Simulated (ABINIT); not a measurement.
# Cu (Fm-3m) in ABINIT: notebook

One crystal, Cu, is run at these levels: BLYP, AM05, r2SCAN; tasks: single point.

All numbers are computed with ABINIT 10.8.3 (patched build); they aren't measurements. Logs are shortened: lines on timing, memory, paths and dates and some standing lists are left out, and cuts for length are marked. The log counts tension as positive stress, the text compression.

## (1) The structure

The structure is cubic, space group Fm-3m (No. 225). The conventional cell has a = 3.615 Å, b = 3.615 Å, c = 3.615 Å, α = 90.00°, β = 90.00°, γ = 90.00°. Cu (site symmetry m-3m) has 12 Cu at 2.56 Å as nearest neighbours.

## (2) Single point, BLYP

The input, run.abi:

```
# Pseudopotentials
pp_dirpath "./"
pseudos "Cu.GGA_PBE-JTH.xml"

# Structure
acell 3*1.0 Angstrom
rprim
     0.0000000000     1.8075000000     1.8075000000
     1.8075000000     0.0000000000     1.8075000000
     1.8075000000     1.8075000000     0.0000000000
ntypat 1
znucl 29
natom 1
typat 1
xred
     0.0000000000     0.0000000000     0.0000000000

# Plane-wave basis
ecut 31.0
pawecutdg 53.0
pawxcdev 0

# k points
kptopt 1
ngkpt 13 13 13
nshiftk 1
shiftk 0.0 0.0 0.0

# Exchange and correlation
ixc -106131

# Bands and occupations
nband 14
occopt 3
tsmear 0.05 eV

# SCF cycle
nstep 100
tolvrs 1.0e-9

# Output
iomode 3
prtwf 0
prtden 0
prteig 0
prtebands 0
enunit 2
```

Potentials or basis: JTH PAW PBE v2.0.

Started as:

```sh
> abinit run.abi > log 2>&1
```

run.abo:

```text
.Version 10.8.3 of ABINIT
 Symmetries : space group Fm -3 m (#225); Bravais cF (face-center cubic)
================================================================================
 Values of the parameters that define the memory need of the present run
     intxc =       0    ionmov =       0      iscf =      17    lmnmax =      18
     lnmax =       6     mgfft =      27  mpssoang =       3    mqgrid =    3001
     natom =       1  nloc_mem =       2    nspden =       1   nspinor =       1
    nsppol =       1      nsym =      48    n1xccc =       1    ntypat =       1
    occopt =       3   xclevel =       2
       mpw =         670          nfft =       19683          nkpt =          84
 PAW method is used; the additional fine FFT grid is defined by:
   mgfftf=        32    nfftf =     32768
================================================================================
================================================================================

--------------------------------------------------------------------------------
------------- Echo of variables that govern the present computation ------------
--------------------------------------------------------------------------------
 -outvars: echo values of preprocessed input variables --------
            acell      1.8897261259E+00  1.8897261259E+00  1.8897261259E+00 Bohr
              amu      6.35460000E+01
             ecut      3.10000000E+01 Hartree
           enunit           2
                       outvar_i_n : Printing only first  50 k-points.
              ixc     -106131
                       outvar_i_n : Printing only first  50 k-points.
         kptrlatt       13    0    0      0   13    0      0    0   13
          kptrlen      6.27965122E+01
            natom           1
            nband          14
            ngfft          27      27      27
          ngfftdg          32      32      32
             nkpt          84
            nstep         100
             nsym          48
           ntypat           1
                       prtocc : prtvol=0, do not print more k-points.
           occopt           3
        pawecutdg      5.30000000E+01 Hartree
         pawxcdev           0
           prtden           0
        prtebands           0
           prteig           0
            prtwf           0
            rprim      0.0000000000E+00  1.8075000000E+00  1.8075000000E+00
                       1.8075000000E+00  0.0000000000E+00  1.8075000000E+00
                       1.8075000000E+00  1.8075000000E+00  0.0000000000E+00
          spgroup         225
           tolvrs      1.00000000E-09
           tsmear      1.83746611E-03 Hartree
            typat      1
           useylm           1
                       outvars : Printing only first  50 k-points.
            znucl       29.00000

================================================================================

 chkinp: Checking input parameters for consistency.

================================================================================
== DATASET  1 ==================================================================

--- !DatasetInfo
iteration_state: {dtset: 1, }
dimensions: {natom: 1, nkpt: 84, mband: 14, nsppol: 1, nspinor: 1, nspden: 1, mpw: 670, }
cutoff_energies: {ecut:  31.0, pawecutdg:  53.0, }
electrons: {nelect:   1.90000000E+01, charge:   0.00000000E+00, occopt:   3.00000000E+00, tsmear:   1.83746611E-03, }
meta: {optdriver: 0, ionmov: 0, optcell: 0, iscf: 17, paral_kgb: 0, }
...

 Real(R)+Recip(G) space primitive vectors, cartesian coordinates (Bohr,Bohr^-1):
 R(1)=  0.0000000  3.4156800  3.4156800  G(1)= -0.1463837  0.1463837  0.1463837
 R(2)=  3.4156800  0.0000000  3.4156800  G(2)=  0.1463837 -0.1463837  0.1463837
 R(3)=  3.4156800  3.4156800  0.0000000  G(3)=  0.1463837  0.1463837 -0.1463837
 Unit cell volume ucvol=  7.9700586E+01 bohr^3
 Angles (23,13,12)=  6.00000000E+01  6.00000000E+01  6.00000000E+01 degrees

 Coarse grid specifications (used for wave-functions):

 getcut: wavevector=  0.0000  0.0000  0.0000  ngfft=  27  27  27
         ecut(hartree)=     31.000   => boxcut(ratio)=   2.15068

 Fine grid specifications (used for densities):

 getcut: wavevector=  0.0000  0.0000  0.0000  ngfft=  32  32  32
         ecut(hartree)=     53.000   => boxcut(ratio)=   2.02141

--- Pseudopotential description ------------------------------------------------
- pspini: atom type   1  psp file is ./Cu.GGA_PBE-JTH.xml
 Pseudopotential format is: paw10
 basis_size (lnmax)=  6 (lmn_size= 18), orbitals=   0   0   1   1   2   2
 Spheres core radius: rc_sph= 2.00090475
 Shapefunction is SIN type: shapef(r)=[sin(pi*r/rshp)/(pi*r/rshp)]**2
 Radius for shape functions =  1.80603571
 Compensation charge density is not taken into account in XC energy/potential

   7.07019918E+02                                ecore*ucvol(ha*bohr**3)
--------------------------------------------------------------------------------

================================================================================

--- !BeginCycle
iteration_state: {dtset: 1, }
solver: {iscf: 17, nstep: 100, nline: 4, wfoptalg: 10, }
tolerances: {tolvrs: 1.00E-09, }
...

     iter   Etot(hartree)      deltaE(h)  residm     nres2
 ETOT  1  -194.04231683860    -1.940E+02 6.409E+01 2.007E+01
 ETOT  2  -198.32792070613    -4.286E+00 2.305E-01 1.818E+02
 ETOT  3  -198.04239689493     2.855E-01 1.758E-01 3.441E+01
 ETOT  4  -197.95574935549     8.665E-02 6.837E-02 2.120E+00
 ETOT  5  -197.94997775972     5.772E-03 3.306E-02 8.522E-01
 ETOT  6  -197.94849623841     1.482E-03 2.267E-03 4.645E-01
 ETOT  7  -197.94668237749     1.814E-03 1.559E-03 5.768E-03
 ETOT  8  -197.94667753222     4.845E-06 2.735E-04 2.532E-03
 ETOT  9  -197.94668179023    -4.258E-06 1.402E-04 1.917E-03
 ETOT 10  -197.94667989680     1.893E-06 3.406E-04 8.504E-05
 ETOT 11  -197.94668008564    -1.888E-07 1.188E-04 7.584E-05
 ETOT 12  -197.94667999173     9.391E-08 2.858E-04 2.715E-05
 ETOT 13  -197.94667993111     6.062E-08 7.267E-05 5.142E-07
 ETOT 14  -197.94667993133    -2.123E-10 1.412E-04 2.693E-07
 ETOT 15  -197.94667993068     6.461E-10 3.639E-05 1.415E-08
 ETOT 16  -197.94667993067     7.731E-12 6.931E-05 8.459E-10

 At SCF step   16       nres2   =  8.46E-10 < tolvrs=  1.00E-09 =>converged.

 Cartesian components of stress tensor (hartree/bohr^3)
  sigma(1 1)= -3.39765570E-04  sigma(3 2)=  0.00000000E+00
  sigma(2 2)= -3.39765570E-04  sigma(3 1)=  0.00000000E+00
  sigma(3 3)= -3.39765570E-04  sigma(2 1)=  0.00000000E+00

--- !ResultsGS
iteration_state: {dtset: 1, }
comment   : Summary of ground state results
lattice_vectors:
- [  0.0000000,   3.4156800,   3.4156800, ]
- [  3.4156800,   0.0000000,   3.4156800, ]
- [  3.4156800,   3.4156800,   0.0000000, ]
lattice_lengths: [   4.83050,    4.83050,    4.83050, ]
lattice_angles: [ 60.000,  60.000,  60.000, ] # degrees, (23, 13, 12)
lattice_volume:   7.9700586E+01
convergence: {deltae:  7.731E-12, res2:  8.459E-10, residm:  6.931E-05, diffor: null, }
etotal    :  -1.97946680E+02
entropy   :   0.00000000E+00
fermie    :   2.85664252E-01
cartesian_stress_tensor: # hartree/bohr^3
- [ -3.39765570E-04,   0.00000000E+00,   0.00000000E+00, ]
- [  0.00000000E+00,  -3.39765570E-04,   0.00000000E+00, ]
- [  0.00000000E+00,   0.00000000E+00,  -3.39765570E-04, ]
pressure_GPa:   9.9962E+00
xred      :
- [  0.0000E+00,   0.0000E+00,   0.0000E+00, Cu]
cartesian_forces: # hartree/bohr
- [ -0.00000000E+00,  -0.00000000E+00,  -0.00000000E+00, ]
force_length_stats: {min:   0.00000000E+00, max:   0.00000000E+00, mean:   0.00000000E+00, }
...

 Integrated electronic density in atomic spheres:
 ------------------------------------------------
 Atom  Sphere_radius  Integrated_density
    1        2.00090         17.40355277

================================================================================

 ----iterations are completed or convergence reached----

 Mean square residual over all n,k,spin=   59.065E-09; max=  69.310E-06
 reduced coordinates (array xred) for    1 atoms
       0.000000000000      0.000000000000      0.000000000000
 rms dE/dt=  0.0000E+00; max dE/dt=  0.0000E+00; dE/dt below (all hartree)
    1       0.000000000000      0.000000000000      0.000000000000

 cartesian coordinates (angstrom) at end:
    1      0.00000000000000     0.00000000000000     0.00000000000000

 cartesian forces (hartree/bohr) at end:
    1     -0.00000000000000    -0.00000000000000    -0.00000000000000
 frms,max,avg= 0.0000000E+00 0.0000000E+00   0.000E+00  0.000E+00  0.000E+00 h/b

 cartesian forces (eV/Angstrom) at end:
    1     -0.00000000000000    -0.00000000000000    -0.00000000000000
 frms,max,avg= 0.0000000E+00 0.0000000E+00   0.000E+00  0.000E+00  0.000E+00 e/A
 length scales=  1.889726125908  1.889726125908  1.889726125908 bohr
              =  1.000000000000  1.000000000000  1.000000000000 angstroms
 Fermi (or HOMO) energy (hartree) =   0.28566   Average Vxc (hartree)=  -0.41769
 Eigenvalues (hartree) for nkpt=  84  k points:
 kpt#   1, nband= 14, wtk=  0.00046, kpt=  0.0000  0.0000  0.0000 (reduced coord)
  -3.85539   -2.29028   -2.29028   -2.29028   -0.06354    0.16442    0.16442    0.16442
   0.19457    0.19457    1.13208    1.20822    1.20822    1.20822
      occupation numbers for kpt#   1
   2.00000    2.00000    2.00000    2.00000    2.00000    2.00000    2.00000    2.00000
   2.00000    2.00000    0.00000    0.00000    0.00000    0.00000
 prteigrs : prtvol=0 or 1, do not print more k-points.

 Fermi (or HOMO) energy (eV) =   7.77332   Average Vxc (eV)= -11.36588
 Eigenvalues (   eV  ) for nkpt=  84  k points:
 kpt#   1, nband= 14, wtk=  0.00046, kpt=  0.0000  0.0000  0.0000 (reduced coord)
-104.91055  -62.32170  -62.32170  -62.32170   -1.72890    4.47412    4.47412    4.47412
   5.29449    5.29449   30.80539   32.87745   32.87745   32.87745
 prteigrs : prtvol=0 or 1, do not print more k-points.

--- !EnergyTerms
iteration_state     : {dtset: 1, }
comment             : Components of total free energy in Hartree
kinetic             :  1.10279520993642E+01
hartree             :  4.14104654657573E+01
xc                  : -2.69626989805179E+00
Ewald energy        : -1.21142438844008E+02
psp_core            :  8.87095004001797E+00
local_psp           : -1.03104875568217E+02
PAW spherical_terms : -3.23123801742526E+01
internal            : -1.97946596879390E+02
'-kT*entropy'       : -9.43946704045609E-05
total_energy        : -1.97946691274061E+02
total_energy_eV     : -5.38640387237242E+03
...

--- !EnergyTermsDC
iteration_state     : {dtset: 1, }
comment             : '"Double-counting" decomposition of free energy'
band_energy         : -1.96458740776910E+01
Ewald energy        : -1.21142438844008E+02
psp_core            :  8.87095004001797E+00
xc_dc               : -4.06259999416606E+01
PAW spherical_terms : -2.54032227126603E+01
internal            : -1.97946585536002E+02
'-kT*entropy'       : -9.43946704045609E-05
total_energy_dc     : -1.97946679930672E+02
total_energy_dc_eV  : -5.38640356370310E+03
...

--- !EnergyTermsWithPAWCore
iteration_state     : {dtset: 1, }
comment             : 'Components of total free energy, including PAW core contributions'
Total energy        : -1.65531532573382E+03
Total energy DC     : -1.65531531439044E+03
Total energy (eV)   : -4.50434246874349E+04
Total energy DC (eV): -4.50434243787656E+04
...

 Cartesian components of stress tensor (hartree/bohr^3)
  sigma(1 1)= -3.39765570E-04  sigma(3 2)=  0.00000000E+00
  sigma(2 2)= -3.39765570E-04  sigma(3 1)=  0.00000000E+00
  sigma(3 3)= -3.39765570E-04  sigma(2 1)=  0.00000000E+00

-Cartesian components of stress tensor (GPa)         [Pressure=  9.9962E+00 GPa]
- sigma(1 1)= -9.99624820E+00  sigma(3 2)=  0.00000000E+00
- sigma(2 2)= -9.99624820E+00  sigma(3 1)=  0.00000000E+00
- sigma(3 3)= -9.99624820E+00  sigma(2 1)=  0.00000000E+00

== END DATASET(S) ==============================================================
================================================================================

 -outvars: echo values of variables after computation  --------
            acell      1.8897261259E+00  1.8897261259E+00  1.8897261259E+00 Bohr
           etotal     -1.9794667993E+02
            fcart     -0.0000000000E+00 -0.0000000000E+00 -0.0000000000E+00
            rprim      0.0000000000E+00  1.8075000000E+00  1.8075000000E+00
                       1.8075000000E+00  0.0000000000E+00  1.8075000000E+00
                       1.8075000000E+00  1.8075000000E+00  0.0000000000E+00
           strten     -3.3976557044E-04 -3.3976557044E-04 -3.3976557044E-04
                       0.0000000000E+00  0.0000000000E+00  0.0000000000E+00
 Calculation completed.
```

Run time: 54 s. Hardware: 1 thread of Arm Neoverse N1, shared host; peak memory 0.11 GiB.

Results:

* Free energy: -5386.4036 eV
* Pressure: 10.0 GPa
* Band gap on the k mesh: none (metal or under the smearing width)
* Valence electrons inside the program's atomic spheres: Cu 17.40 (radii [1.0588] Å)

Caveat: the PAW data sets were made with another functional, which shifts forces and pressure a little.

## (3) Single point, AM05

run.abi, as its differences from that of step 2:

```diff
@@ -29,3 +29,3 @@
 # Exchange and correlation
-ixc -106131
+ixc -120135
```

Potentials or basis: JTH PAW PBE v2.0.

Started as:

```sh
> abinit run.abi > log 2>&1
```

Run time: 62 s. Hardware: 1 thread of Arm Neoverse N1, shared host; peak memory 0.11 GiB.

It converged, with:

```yaml
Free_energy: -5382.3721 eV
Pressure: -7.1 GPa
Band_gap_on_the_k_mesh: none (metal or under the smearing width)
Valence_electrons_inside_the_program's_atomic_spheres: Cu 17.36 (radii [1.0588] Å)
```

Levels at points of the mesh, in eV from the Fermi level:
```csv
k point,band 8,band 9,band 10,band 11,band 12,band 13
"(0.00, 0.00, 0.00)",-3.17,-2.33,-2.33,22.61,25.15,25.15
```

Caveat: the PAW data sets were made with another functional, which shifts forces and pressure a little.

## (4) Single point, r2SCAN

run.abi, as its differences from that of step 3:

```diff
@@ -20,3 +20,2 @@
 pawecutdg 53.0
-pawxcdev 0
 
@@ -29,3 +28,5 @@
 # Exchange and correlation
-ixc -120135
+ixc -497498
+usekden 1
+pawxcdev 0
 
@@ -38,3 +39,3 @@
 nstep 100
-tolvrs 1.0e-9
+tolvrs 1.0e-7
```

Started as:

```sh
> abinit run.abi > log 2>&1
```

Run time: 3.3 min. Hardware: 1 thread of Arm Neoverse N1, shared host; peak memory 0.12 GiB.

The run converged. Its results:

* Free energy: -5251.3535 eV
* Pressure: -4.8 GPa
* Band gap on the k mesh: none (metal or under the smearing width)
* Valence electrons inside the program's atomic spheres: Cu 17.38 (radii [1.0588] Å)

Levels at points of the mesh, in eV from the Fermi level:
| k point | band 8 | band 9 | band 10 | band 11 | band 12 | band 13 |
| --- | --- | --- | --- | --- | --- | --- |
| (0.00, 0.00, 0.00) | -3.29 | -2.47 | -2.47 | 23.43 | 26.34 | 26.34 |

Caveat: totals of a meta-GGA on PAW files have another zero than those of a GGA; the PAW data sets were made with another functional, which shifts forces and pressure a little.

## (5) Overview

```tsv
level	gap on the mesh (eV)	pressure (GPa)
BLYP	none	10.0
AM05	none	-7.1
r2SCAN	none	-4.8
```

Alike in all rows: task single point; potentials or basis JTH PAW PBE v2.0; no spin polarisation; cell as given; k mesh 13 × 13 × 13; cutoff (eV) 844; smearing fermi-dirac 0.05 eV.

Every run on the cell as given and a fine mesh finds a metal. The pressure there spans -7.1 GPa (AM05) to 10.0 GPa (BLYP); a positive pressure means that this level wants a larger cell, a negative one a smaller.

Caveats: the PAW data sets were made with another functional, which shifts forces and pressure a little; totals of a meta-GGA on PAW files have another zero than those of a GGA (some runs).

Total energies depend on the potentials used, so only differences within one code and one set of settings carry meaning.
